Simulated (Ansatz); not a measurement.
Density of states of KBr (Fm-3m, a = 6.701 Å, b = 6.701 Å, c = 6.701 Å, α = 90.00°, β = 90.00°, γ = 90.00°), in states per eV and primitive cell, averaged over bins of 0.4 eV. Method: DFT PBE, scalar-relativistic, plane waves, PAW (Ansatz 0.2.0).

Cutoff 420 eV; k points 6×6×6 on the computed 2-atom cell (Γ-centred); Gaussian smearing, width 0.02 eV; no spin polarisation.

The cell is relaxed at this level. The states (both spins) are summed by tetrahedra on a 9×9×9 mesh at the self-consistent density. Energies are bin centres; the table starts no lower than −8 eV and ends at 6 eV, or lower where the solved bands end.

The gap is 4.32 eV at this level, with the zero inside it.

```
E − E_F (eV) total Br 4p K 4s Br 4s K 3p
       -3.05   4.19   3.77  0.36   0.01  0.02
       -2.65   6.90   6.74  0.06   0.01  0.03
       -2.25   3.91   3.86  0.00   0.00  0.01
       -1.85   0.00   0.00  0.00   0.00  0.00
       -1.45   0.00   0.00  0.00   0.00  0.00
       -1.05   0.00   0.00  0.00   0.00  0.00
       -0.65   0.00   0.00  0.00   0.00  0.00
       -0.25   0.00   0.00  0.00   0.00  0.00
        0.15   0.00   0.00  0.00   0.00  0.00
        0.55   0.00   0.00  0.00   0.00  0.00
        0.95   0.00   0.00  0.00   0.00  0.00
        1.35   0.00   0.00  0.00   0.00  0.00
        1.75   0.00   0.00  0.00   0.00  0.00
        2.15   0.01   0.00  0.00   0.00  0.00
        2.55   0.09   0.00  0.07   0.02  0.00
        2.95   0.17   0.01  0.13   0.03  0.00
        3.35   0.28   0.02  0.20   0.04  0.00
        3.75   0.52   0.04  0.30   0.04  0.00
        4.15   1.42   0.05  0.42   0.04  0.00
        4.55   2.44   0.06  0.52   0.03  0.00
        4.95   2.11   0.05  0.54   0.03  0.00
        5.35   2.34   0.09  0.79   0.02  0.00
        5.75   1.02   0.04  0.27   0.00  0.00
```

The columns after the total are the Löwdin projections on the occupied valence shells of the potentials. The rest of the total lies in shells that are empty in the free atom, which aren't projected, and between the atoms.